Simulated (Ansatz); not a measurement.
# Pb (P6_3/mmc) in Ansatz: a series of runs

Runs on Pb. Level: PBEsol. Tasks: single point.

All numbers are computed with Ansatz 0.2.0; they aren't measurements. Logs are shortened: lines on timing, memory, paths and dates and some standing lists are left out, and cuts for length are marked.

## (1) The structure

It takes space group P6_3/mmc (No. 194, hexagonal). The conventional cell has a = 3.524 Å, b = 3.524 Å, c = 11.495 Å, α = 90.00°, β = 90.00°, γ = 120.00°. Pb (site symmetry -6m2) is surrounded by 12 Pb at 3.52 Å. Around Pb (site symmetry -3m) lie 12 Pb at 3.52 Å.

This isn't the form of Pb at room conditions, which is fcc.

## (2) Single point, PBEsol, 29.06 Å³/atom (volume scaled by 0.94)

input.yaml reads:

```yaml
crystal:
  lattice:
    - [3.452420115, 0.0, 0.0]
    - [-1.7262100576, 2.9898835242, 0.0]
    - [0.0, 0.0, 11.2605791934]
  atoms:
    - { symbol: Pb, position: [0.6666666667, 0.3333333333, 0.75] }
    - { symbol: Pb, position: [0.0, 0.0, 0.5] }
    - { symbol: Pb, position: [0.3333333333, 0.6666666667, 0.25] }
    - { symbol: Pb, position: [0.0, 0.0, 0.0] }
kpoints:
  mp_grid: { grid: [9, 9, 3] }
scf:
  occupations: { method: fermi_dirac, width: 0.05 }
hamiltonian:
  xc: pbesol
  pseudopotentials: { kind: all_electron, lapw: { basis_error: 0.001 } }
output:
  forces: true
  stress: true
  eigenvalues: true
```

Potentials or basis: all-electron LAPW, scalar-relativistic.

Launch:

```console
$ ansatz run input.yaml --threads 2 --pin off --max-ram 8192MiB --backend cpu --events-out ev --progress --plain --runs-dir out
```

Log:

```text
Warning: RAYON_NUM_THREADS=2 ignored (pool sized by the plan → 2); use --threads N
LAPW: plane waves up to 6.485 Å⁻¹, error target 1.0e-3 eV per atom; small_component_spin mean_spin; Pb in spheres of 1.725 Å, 36 of its electrons in bands, Dirac shells [] (how accurate: hamiltonian.pseudopotentials.lapw.basis_error, Limitations)
Engine: ansatz 0.2.0, aarch64-unknown-linux-gnu
Pseudopotentials: kind: all_electron
Pseudopotential: Pb, LAPW, valence charge 36, lapw/all_electron/scalar/gaussian/Pb, Koelling and Harmon's equation, gaussian nucleus
Functional definition: PBEsol
  exchange = pbesol_x
  correlation = pbesol_c
Crystal: 4 atoms, lattice volume = 116.235 Å³
Basis set: ecut = 160.22441374039315 eV, 527 PW (Γ), exchange–correlation at level 2
Bands: 87, of which v1, the nominal top of the filled ones, is band 72 counted from 1 (71 counted from 0)
Symmetry: 24 space group operations
Space group: P63/mmc (ITA 194), of the structure as read, at distance tolerance 4.9e-5 Å
k-points: 24 of 243
Non-local potential: Pb, projectors of the file, none
[... 23 lines left out ...]
  E_kinetic    = 2618930.963803
  E_xc         = -41712.004601
  E_electrostatic = -4848879.615564  (all electrons and nuclei)
  E_smearing   = -0.007976  (= −TS)
  E_closure    = 0.000000  (closes the sum)
  E_atoms      = -2271644.714623  (free atoms, spherical and without spin; not in F)
  Σ components = -2271660.664337   (vs F -2271660.664337, Δ=0.00e0)
  Basis errors (estimates in eV, not in F): energy 2.1e-4 per atom: plane waves 2.1e-4 (1.0e-4 summed), levels above the bands 5.4e-100, relativity 1.4e-8, radial functions 3.7e-6, core shells 1.7e-9; eigenvalues (radial functions only) 1.3e-5; not estimated: angular momenta, meshes, grids; target (lapw.basis_error) 1.0e-3; muffin-tin radii Pb 1.725 Å
--- Forces (eV/Å), atoms counted from 1 ---
  atom   1  Pb    -0.00000000    -0.00000000     0.00000000
  atom   2  Pb    -0.00000000    -0.00000000     0.00000000
  atom   3  Pb     0.00000000     0.00000000     0.00000000
  atom   4  Pb     0.00000000    -0.00000000     0.00000000
  max |Σ_I F_I| component: 5.78e-19 eV/Å
--- Stress (GPa, compression-positive) ---
        1.251319      -0.000000       0.000000
       -0.000000       1.251319       0.000000
        0.000000       0.000000       1.873571
  P = ⅓ Tr σ = 1.4587 GPa (14.587 kbar)
--- Band table (eV; the first three rows and the last of 24) ---
  k-point 0: bands = ["-123.3272", "-123.3272", "-123.2754", "-123.2754", "-112.3773", "-112.3773", "-112.3773", "-112.3773", "-112.3769", "-112.3769", "-112.3769", "-112.3769", "-112.3765", "-112.3765", "-112.3765", "-112.3765", "-112.3762", "-112.3762", "-112.3260", "-112.3260", "-112.3258", "-112.3258", "-112.3258", "-112.3258", "-112.3251", "-112.3251", "-112.3251", "-112.3251", "-112.3234", "-112.3234", "-112.3234", "-112.3234", "-65.1096", "-65.1096", "-65.1093", "-65.1093", "-65.1093", "-65.1093", "-65.0644", "-65.0643", "-65.0541", "-65.0541", "-65.0541", "-65.0541", "-0.7681", "-0.7521", "-0.7244", "-0.7244", "-0.7070", "-0.7063", "-0.7005", "-0.7005", "-0.6923", "-0.6923", "-0.6405", "-0.6405", "-0.5696", "-0.5696", "-0.5398", "-0.5398", "-0.4677", "-0.4677", "-0.4079", "-0.4079", "4.2720", "5.5143", "5.5567", "8.1788", "11.8926", "17.1540", "17.1605", "22.1199", "22.1199", "22.9601", "22.9601", "23.0287", "23.0287", "24.0339", "24.0339", "24.1596", "25.3460", "25.4497", "25.6305", "25.8917", "26.6523", "26.9770", "27.9583"]
  k-point 1: bands = ["-123.3272", "-123.3272", "-123.2754", "-123.2754", "-112.3773", "-112.3773", "-112.3773", "-112.3773", "-112.3769", "-112.3769", "-112.3769", "-112.3769", "-112.3765", "-112.3765", "-112.3765", "-112.3765", "-112.3762", "-112.3762", "-112.3260", "-112.3260", "-112.3258", "-112.3258", "-112.3258", "-112.3258", "-112.3251", "-112.3251", "-112.3251", "-112.3251", "-112.3234", "-112.3234", "-112.3234", "-112.3234", "-65.1096", "-65.1096", "-65.1093", "-65.1093", "-65.1093", "-65.1093", "-65.0644", "-65.0643", "-65.0541", "-65.0541", "-65.0541", "-65.0541", "-0.7644", "-0.7565", "-0.7193", "-0.7193", "-0.7079", "-0.7079", "-0.7065", "-0.7061", "-0.6804", "-0.6804", "-0.6553", "-0.6553", "-0.5625", "-0.5625", "-0.5483", "-0.5483", "-0.4490", "-0.4490", "-0.4201", "-0.4201", "4.4122", "4.8341", "6.4868", "7.5581", "12.8086", "14.7605", "19.8164", "22.2297", "22.2297", "22.5261", "22.5399", "22.5399", "23.4891", "23.4891", "23.8817", "23.8817", "25.3972", "25.5159", "25.5318", "25.7002", "26.8809", "27.1049", "28.1012"]
  k-point 2: bands = ["-123.3272", "-123.3272", "-123.2754", "-123.2754", "-112.3773", "-112.3773", "-112.3773", "-112.3773", "-112.3769", "-112.3769", "-112.3769", "-112.3769", "-112.3765", "-112.3765", "-112.3765", "-112.3765", "-112.3762", "-112.3762", "-112.3260", "-112.3260", "-112.3258", "-112.3258", "-112.3258", "-112.3258", "-112.3251", "-112.3251", "-112.3251", "-112.3251", "-112.3234", "-112.3234", "-112.3234", "-112.3234", "-65.1097", "-65.1097", "-65.1096", "-65.1095", "-65.1094", "-65.1094", "-65.0644", "-65.0643", "-65.0545", "-65.0545", "-65.0542", "-65.0542", "-0.7588", "-0.7546", "-0.7212", "-0.7168", "-0.7108", "-0.6938", "-0.6889", "-0.6750", "-0.6703", "-0.6689", "-0.6334", "-0.6087", "-0.5949", "-0.5793", "-0.5337", "-0.5313", "-0.4808", "-0.4704", "-0.4328", "-0.4047", "4.4931", "5.7322", "5.7746", "8.3441", "12.1536", "17.2681", "17.2682", "19.9722", "21.0364", "21.1188", "21.2717", "22.4051", "22.4518", "22.5491", "23.8646", "24.2151", "24.7127", "25.3070", "25.5356", "26.5530", "26.9153", "27.4112", "27.8814"]
  k-point 23: bands = ["-123.3271", "-123.3271", "-123.2753", "-123.2753", "-112.3773", "-112.3773", "-112.3773", "-112.3773", "-112.3769", "-112.3769", "-112.3769", "-112.3769", "-112.3765", "-112.3765", "-112.3765", "-112.3765", "-112.3762", "-112.3762", "-112.3260", "-112.3260", "-112.3258", "-112.3258", "-112.3258", "-112.3258", "-112.3251", "-112.3251", "-112.3251", "-112.3251", "-112.3234", "-112.3234", "-112.3234", "-112.3234", "-65.1115", "-65.1115", "-65.1115", "-65.1115", "-65.1093", "-65.1093", "-65.0641", "-65.0641", "-65.0563", "-65.0563", "-65.0563", "-65.0563", "-0.7871", "-0.7871", "-0.7488", "-0.7079", "-0.6611", "-0.6611", "-0.6139", "-0.5928", "-0.5928", "-0.5908", "-0.5716", "-0.5716", "-0.5138", "-0.5138", "-0.4941", "-0.4941", "-0.4325", "-0.4137", "-0.4117", "-0.4117", "9.1371", "9.1692", "9.1692", "9.2809", "13.5594", "13.5594", "14.0201", "14.8384", "14.8384", "14.9406", "15.8976", "15.8976", "18.5601", "19.4137", "19.4137", "20.3450", "22.8279", "22.8279", "26.8518", "27.0301", "27.0301", "29.3138", "29.8888"]
```

Wall time 17 s (2 threads of Arm Neoverse V2, shared host); peak memory 0.51 GiB.

Results:

- Free energy: -2271660.6643 eV
- Pressure: 1.5 GPa
- Band gap on the k mesh: none (metal or under the smearing width)

## (3) Single point, PBEsol, 29.68 Å³/atom (volume scaled by 0.96)

input.yaml: that of step 2 with these lines changed.

```diff
@@ -2,5 +2,5 @@
   lattice:
-    - [3.452420115, 0.0, 0.0]
-    - [-1.7262100576, 2.9898835242, 0.0]
-    - [0.0, 0.0, 11.2605791934]
+    - [3.4767337338, 0.0, 0.0]
+    - [-1.7383668669, 3.0109397357, 0.0]
+    - [0.0, 0.0, 11.3398816597]
   atoms:
```

Potentials or basis: all-electron LAPW, scalar-relativistic.

Launch:

```console
$ ansatz run input.yaml --threads 2 --pin off --max-ram 8192MiB --backend cpu --events-out ev --progress --plain --runs-dir out
```

Run time: 17 s. Hardware: 2 threads of Arm Neoverse V2, shared host; peak memory 0.51 GiB.

Results (log left out):

```yaml
Free_energy: -2271660.6781 eV
Pressure: 0.3 GPa
Band_gap_on_the_k_mesh: none (metal or under the smearing width)
```

## (4) Single point, PBEsol, 30.30 Å³/atom (volume scaled by 0.98)

input.yaml: that of step 3 with these lines changed.

```diff
@@ -2,5 +2,5 @@
   lattice:
-    - [3.4767337338, 0.0, 0.0]
-    - [-1.7383668669, 3.0109397357, 0.0]
-    - [0.0, 0.0, 11.3398816597]
+    - [3.5007119655, 0.0, 0.0]
+    - [-1.7503559828, 3.0317054935, 0.0]
+    - [0.0, 0.0, 11.4180902115]
   atoms:
```

Launch:

```console
$ ansatz run input.yaml --threads 2 --pin off --max-ram 8192MiB --backend cpu --events-out ev --progress --plain --runs-dir out
```

Run time: 16 s. Hardware: 2 threads of Arm Neoverse V2, shared host; peak memory 0.51 GiB.

The run converged. Its results:

| Item | Value |
| --- | --- |
| Free energy | -2271660.6757 eV |
| Pressure | -0.6 GPa |
| Band gap on the k mesh | none (metal or under the smearing width) |

## (5) Single point, PBEsol, 30.91 Å³/atom

input.yaml: that of step 4 with these lines changed.

```diff
@@ -2,5 +2,5 @@
   lattice:
-    - [3.5007119655, 0.0, 0.0]
-    - [-1.7503559828, 3.0317054935, 0.0]
-    - [0.0, 0.0, 11.4180902115]
+    - [3.5243661423, 0.0, 0.0]
+    - [-1.7621830712, 3.0521906115, 0.0]
+    - [0.0, 0.0, 11.49524181]
   atoms:
```

Launch:

```console
$ ansatz run input.yaml --threads 2 --pin off --max-ram 8192MiB --backend cpu --events-out ev --progress --plain --runs-dir out
```

Run time: 16 s. Hardware: 2 threads of Arm Neoverse V2, shared host; peak memory 0.52 GiB.

Results (log left out):

```
Free energy            : -2271660.6590 eV
Pressure               : -1.5 GPa
Band gap on the k mesh : none (metal or under the smearing width)
```

## (6) Single point, PBEsol, 31.53 Å³/atom (volume scaled by 1.02)

input.yaml: that of step 5 with these lines changed.

```diff
@@ -2,5 +2,5 @@
   lattice:
-    - [3.5243661423, 0.0, 0.0]
-    - [-1.7621830712, 3.0521906115, 0.0]
-    - [0.0, 0.0, 11.49524181]
+    - [3.5477069956, 0.0, 0.0]
+    - [-1.7738534979, 3.0724043834, 0.0]
+    - [0.0, 0.0, 11.5713714578]
   atoms:
```

Potentials or basis: all-electron LAPW, scalar-relativistic.

Launch:

```console
$ ansatz run input.yaml --threads 2 --pin off --max-ram 8192MiB --backend cpu --events-out ev --progress --plain --runs-dir out
```

Run time: 16 s. Hardware: 2 threads of Arm Neoverse V2, shared host; peak memory 0.51 GiB.

Results (log left out):

| Item | Value |
| --- | --- |
| Free energy | -2271660.6296 eV |
| Pressure | -2.3 GPa |
| Band gap on the k mesh | none (metal or under the smearing width) |

## (7) Single point, PBEsol, 32.15 Å³/atom (volume scaled by 1.04)

input.yaml: that of step 6 with these lines changed.

```diff
@@ -2,5 +2,5 @@
   lattice:
-    - [3.5477069956, 0.0, 0.0]
-    - [-1.7738534979, 3.0724043834, 0.0]
-    - [0.0, 0.0, 11.5713714578]
+    - [3.5707446996, 0.0, 0.0]
+    - [-1.7853723498, 3.0923556203, 0.0]
+    - [0.0, 0.0, 11.646512339]
   atoms:
```

Launch:

```console
$ ansatz run input.yaml --threads 2 --pin off --max-ram 8192MiB --backend cpu --events-out ev --progress --plain --runs-dir out
```

It took 17 s on 2 threads of Arm Neoverse V2, shared host; peak memory 0.51 GiB.

Results (log left out):

```yaml
Free_energy: -2271660.5888 eV
Pressure: -3.0 GPa
Band_gap_on_the_k_mesh: none (metal or under the smearing width)
```

## (8) Single point, PBEsol, 32.77 Å³/atom (volume scaled by 1.06)

input.yaml: that of step 7 with these lines changed.

```diff
@@ -2,5 +2,5 @@
   lattice:
-    - [3.5707446996, 0.0, 0.0]
-    - [-1.7853723498, 3.0923556203, 0.0]
-    - [0.0, 0.0, 11.646512339]
+    - [3.5934889096, 0.0, 0.0]
+    - [-1.7967444549, 3.112052684, 0.0]
+    - [0.0, 0.0, 11.7206959463]
   atoms:
```

Launch:

```console
$ ansatz run input.yaml --threads 2 --pin off --max-ram 8192MiB --backend cpu --events-out ev --progress --plain --runs-dir out
```

Wall time 17 s (2 threads of Arm Neoverse V2, shared host); peak memory 0.51 GiB.

It converged, with:

```
Free energy            : -2271660.5380 eV
Pressure               : -3.6 GPa
Band gap on the k mesh : none (metal or under the smearing width)
```

## (9) For comparison

An earlier run on the cell as given: functional PBEsol; potentials or basis all-electron LAPW, scalar-relativistic; cutoff 152 eV (chosen from the basis error); basis error allowed 0.001 eV/atom; k mesh 9 × 9 × 3; occupations fermi-dirac, width 0.05 eV; no spin polarisation.

- Pressure: -1.5 GPa
- Band gap on the k mesh: none (metal or under the smearing width)
